Six equal charges at the corners of a regular octahedron produce no electric field gradient at its centre. A charge q at distance d on the z axis contributes 2q/d³ to the gradient along z, and a charge in the xy plane contributes −q/d³, so two of the first kind cancel four of the second. Every ion in SrO sits at the centre of such an octahedron. If the crystal is stretched along x and y by a small fraction e, the four in-plane contributions each weaken by the fraction 3e, and what remains is

Vzz = 12 q e / d³.

A shear does the same by another route. It leaves the six distances almost unchanged but moves each neighbour sideways by s·d along both of the other axes, which gives a gradient of 24 q s / d³ along the body diagonal. A shear strain of 1 % in the table means a change of angle of 0.01, hence s = 0.005 = e/2 for e = 1 %. The two strains should therefore produce the same Vzz.

Two rules follow for a crystal of point charges. At each ion, 1 % of shear and 1 % of biaxial strain give equal gradients; farther neighbours change the common factor but not the equality. Cubic symmetry alone would allow two separate constants, but the 1/r potential of point charges ties them together. The gradients at Sr and O have opposite signs, because their neighbours have opposite charges. An ion's own electron cloud amplifies the gradient at its nucleus, but a spherical cloud amplifies both strains equally, so the first rule survives.

SrO (Fm-3m) in Ansatz 0.2.0: all-electron PAW, PBE, scalar-relativistic, not spin-polarised, Gaussian nuclei, 8 × 8 × 8 k points, Fermi-Dirac smearing of 0.02 eV. The base run uses the measured cell (COD, 16.97 Å³ per atom), and each other row strains it once. Pressure and stress are positive in compression; Vzz is the principal electric field gradient of largest magnitude.

```
                 change from the base run  pressure (GPa)  stress xx (GPa)  stress zz (GPa)  Vzz at Sr (1e21 V/m^2)  Vzz at O (1e21 V/m^2)
                                     base            2.92             2.92             2.92                    0.00                   0.00
                    volume scaled by 0.94            9.83             9.83             9.83                    0.00                   0.00
                    volume scaled by 0.95            8.52             8.52             8.52                    0.00                   0.00
                    volume scaled by 0.96            7.27             7.27             7.27                    0.00                   0.00
                    volume scaled by 0.98            4.98             4.98             4.98                    0.00                   0.00
                    volume scaled by 0.99            3.93             3.93             3.93                    0.00                   0.00
                    volume scaled by 1.01            1.98             1.98             1.98                    0.00                   0.00
                    volume scaled by 1.02            1.07             1.07             1.07                    0.00                   0.00
                    volume scaled by 1.04           -0.59            -0.59            -0.59                    0.00                   0.00
                    volume scaled by 1.05           -1.35            -1.35            -1.35                    0.00                   0.00
                    volume scaled by 1.06           -2.08            -2.08            -2.08                    0.00                   0.00
           equal xx and yy strain of +1 %            1.09             0.67             1.91                   -0.99                  -0.32
           equal xx and yy strain of -1 %            4.99             5.50             3.99                    1.05                   0.34
           equal xx and yy strain of -2 %            7.32             8.43             5.10                    2.16                   0.69
equal xy, yz and zx shear strains of +1 %            2.92             2.92             2.92                   -0.76                   0.10
equal xy, yz and zx shear strains of -1 %            2.92             2.92             2.92                    0.75                  -0.09
```

The cubic rows have zero gradient by symmetry, and in the strained rows the gradient grows almost in proportion to the strain: at Sr, the biaxial row at −2 % gives 1.03 times double the value at −1 %. Half the difference between the +1 % and −1 % rows is therefore a fair measure of the response. A gradient of this kind shifts and splits the magnetic resonance lines of nuclei with a quadrupole moment, here strontium-87 and oxygen-17.

Strontium follows the first rule approximately. Its response is −1.02 × 10²¹ V/m² per 1 % of biaxial strain and −0.76 × 10²¹ V/m² per 1 % of shear, so the ratio is 0.74 where point charges give 1. Oxygen breaks the first rule outright: its biaxial response is −0.33 × 10²¹ V/m², while its shear response is positive and the ratio is −0.29. The second rule fails as well, since Sr and O have gradients of the same sign in all three biaxial rows, though of opposite signs in both shear rows.

The absolute size shows how much the electron clouds matter. In rock salt d³ equals the volume per atom, 16.97 Å³, and the neighbours carry about two elementary charges. With 14.4 V Å for the potential of one elementary charge times its distance, 1 % of strain gives

Vzz = 12 × 2 × 0.01 × 14.4 / 16.97 = 0.20 V/Å² = 0.02 × 10²¹ V/m².

The computed biaxial response at Sr is about fifty times larger. Amplification by closed shells is well known in heavy ions, and it acts because the outer charges distort electrons that lie much closer to the nucleus than the charges do. It can account for a large common factor, but not for a response at oxygen that changes sign between two strains which point charges treat alike.

What differs between the two strains is the bond length. In the shear rows the Sr–O bonds turn, and their lengths change by only 0.0025 %. In the biaxial rows at ±1 % the four in-plane bonds change length by 1 % and the two along z keep theirs. Any contribution of the Sr–O bonds that depends steeply on their length must therefore weigh more in the biaxial rows.

Theory supplies such a contribution in the overlap of closed shells. The Pauli principle requires the filled oxygen 2p orbitals and the filled outer-core orbitals of strontium to be orthogonal where they overlap. This raises the electron density close to each nucleus in the orbitals that point along the bond, and more so for a shorter bond. Electrons gathered along z make Vzz negative, whichever ion they belong to.

The signs can now be followed through a biaxial stretch, which leaves the bonds along z the shorter ones. At Sr the nearest charges along z are negative oxygen ions, so the ionic part is negative and the overlap part adds to it. At O the nearest charges along z are positive strontium ions, so the ionic part is positive and the overlap part opposes it. The computed negative sign at oxygen means that, in this picture, overlap wins. The band energies of the same runs point the same way. The three oxygen 2p bands, which share their top in the cubic cell, split in the biaxial rows into a pair and a single level, which symmetry assigns to the orbital along z. That level lies 0.033 eV above the pair at +1 % and 0.037 eV below it at −1 %. Positive ions nearer along z would lower it, whereas repulsion from the filled strontium shells is expected to raise it.

In shear the balance shifts. Suppose that each bond contributes a gradient F along its own axis and that F falls with distance as 1/rᵐ. The same geometry as before then gives

biaxial response = 2 m F e, shear response = 6 F e, ratio = 3/m.

Point charges have m = 3 and a ratio of 1. A steeper contribution has a smaller ratio, because turning a bond makes no use of the steepness. Shear therefore weakens the overlap part relative to the ionic part, which can let the ionic sign return at oxygen and lower the ratio at strontium, where the two parts add.

Two parts can always reproduce two responses, so only the signs test this picture. Subtracting 3/m times the biaxial response from the shear response removes the overlap part of the Sr–O bonds and, if no other contacts matter, leaves the sign of the ionic one. For an assumed m of 6 this gives −0.755 + 0.51 = −0.245 at Sr and 0.095 + 0.165 = +0.26 at O, in units of 10²¹ V/m². The signs are opposite, as the ionic part requires, and they stay so for m = 14; only for m below about 4 would the sign at Sr turn. At O the result is positive for any m, because the two responses there already differ in sign, so the test has force only at Sr. The sizes depend on the assumed m and should not be read as measured shares.

The pressure obeys a simple pattern far better, because in a cubic crystal a change of shape at fixed volume affects it only in second order. A standard equation of state (third-order Birch-Murnaghan) was fitted to the eleven cubic rows, and the printed output gives its details. At their true volumes, the two shear rows lie only about 0.01 GPa below this curve. The deficit is small but real: before rounding, both rows give 2.922 GPa against 2.924 GPa for the base, although their cells are slightly smaller. A deficit of about this size is expected if the shear stiffness, 54 GPa from the off-diagonal stress of these runs, changes little with volume, since the distortion energy then grows with the volume and favours a smaller cell. The biaxial row at −2 % lies 0.09 GPa above it and the rows at ±1 % about 0.02 GPa, roughly the factor of four that a quadratic effect requires.

The cause of the small excess in the biaxial rows is that the crystal resists this kind of distortion more strongly when compressed. The difference between stress xx and stress zz gives a shape stiffness of 62 GPa in the biaxial row at +1 % and 82 GPa in the row at −2 %, where the volume is smaller. A crystal distorted in this way can thus lower its distortion energy by expanding, and this appears as extra pressure. The change of stiffness with volume predicts an excess of 0.07 GPa for the −2 % row, about three quarters of the computed one. The estimate is rough because volume and shape change together in these rows, so the change of shape may hide part of the stiffening.

For a neighbouring case, the mechanism suggests asking first whether a strain changes bond lengths or mainly turns bonds. The first kind brings out the overlap along those bonds, while the second leaves more of the ionic pattern unless other close contacts change length. The balance found here belongs to the measured cell, which this density functional places under 2.9 GPa; in a cell relaxed to zero pressure the bonds would be longer and the overlap somewhat weaker.

The table leaves open how much other contacts add at oxygen. The argument above keeps only the Sr–O bonds, but neighbouring oxygen ions, 3.63 Å apart in the unstrained cell, may also overlap. A positive shear shortens the O–O contacts at right angles to the body diagonal and lengthens the others, so their overlap is expected to give a positive gradient at oxygen, just as the ionic part does. The sign in the shear rows can't tell these two sources apart. The negative biaxial sign still needs the Sr–O bonds: by the same geometry, steep O–O contacts respond more than three times as strongly to shear as to biaxial strain, so an O–O part large enough to turn that sign would be expected to give a shear response far above the computed one. Would the biaxial response at oxygen still be negative if the same strains were applied to an expanded crystal, where every overlap has weakened more than the ionic part?

Printed output of the fit:

```
fit of P on 11 rows (iso): coefficient of v**(-5/3) -82.9 +/- 2.2, coefficient of v**(-7/3) 32.74 +/- 4.3, coefficient of v**(-3) 53.08 +/- 2.1; rms 0.0036, worst volume scaled by 1.01 -0.00583, leave-one-out rms 0.00452
  rows outside the fit (model, value, miss): equal xx and yy strain of +1 % 1.066, 1.09, -0.0242; equal xx and yy strain of -1 % 4.971, 4.99, -0.0195; equal xx and yy strain of -2 % 7.226, 7.32, -0.0942; equal xy, yz and zx shear strains of +1 % 2.931, 2.92, 0.0105; equal xy, yz and zx shear strains of -1 % 2.931, 2.92, 0.0106
largest miss of the volume curve in the cubic rows, GPa: 0.00583
pressure above the volume curve, biaxial +1 %, GPa: 0.02416
pressure above the volume curve, biaxial -1 %, GPa: 0.01947
pressure above the volume curve, biaxial -2 %, GPa: 0.09417
shape stiffness (C11-C12)/2 from biaxial +1 %, GPa: 62.31
shape stiffness (C11-C12)/2 from biaxial -2 %, GPa: 82.41
estimated pressure excess from stiffening, biaxial -1 %, GPa: 0.01758
estimated pressure excess from stiffening, biaxial -2 %, GPa: 0.07105
Vzz at Sr per +1 % biaxial strain, 1e21 V/m^2: -1.02
Vzz at Sr per +1 % shear, 1e21 V/m^2: -0.755
Vzz at O per +1 % biaxial strain, 1e21 V/m^2: -0.33
Vzz at O per +1 % shear, 1e21 V/m^2: 0.095
ratio shear to biaxial at Sr (point ions give 1): 0.7402
ratio shear to biaxial at O (point ions give 1): -0.2879
Vzz at Sr, biaxial -2 % over twice -1 %: 1.029
size of bare gradient of six charges 2e at 1 % strain, 1e21 V/m^2: 0.02036
change of Sr-O bond length in the shear rows, percent: 0.0025
```
